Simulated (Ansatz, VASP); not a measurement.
**GaN: VASP beside Ansatz**

```xyz
4
Lattice="3.2218 0.0000 0.0000 -1.6109 2.7902 0.0000 0.0000 0.0000 5.2340" Properties=species:S:1:pos:R:3 pbc="T T T"
Ga    1.6109    0.9301    2.6170
Ga    0.0000    1.8601    0.0000
N     1.6109    0.9301    4.5797
N     0.0000    1.8601    1.9627
```

Change from the starting cell: volume scaled by 1.04.

Alike in both runs: task single point; functional PBE; k mesh 10 × 10 × 5; occupations fermi-dirac, width 0.05 eV; no spin polarisation.

|  | VASP | Ansatz |
| --- | --- | --- |
| version | VASP 6.6.1 | Ansatz 0.2.0 |
| potentials or method | VASP PAW PBE potentials, release 64 (Ga_d, N) | Ansatz PAW |
| plane-wave cutoff (eV) | 520 | 420 |
| valence electrons in the cell | 36 | 36 |

|  | VASP | Ansatz | Ansatz less VASP |
| --- | --- | --- | --- |
| gap on the k mesh at the Fermi level (eV) | 1.71 | 1.70 | -0.005 |
| least direct gap on the mesh (eV) | 1.71 | 1.70 | -0.005 |
| pressure (GPa) | 0.1 | -0.1 | -0.12 |
| largest component of the traceless stress (GPa) | 1.23 | 1.22 | -0.009 |
| rms of the force components (eV/Å) | 0.072 | 0.073 | +0.0010 |

Atom by atom the forces differ by 0.001 eV/Å (rms over components).

Caveats: odd divisions of the mesh miss points on the zone boundary, where band edges often lie, so the gap on the mesh can be too wide (Ansatz); the pressure holds a Pulay correction of +0.5 GPa for the finite cutoff (Ansatz).
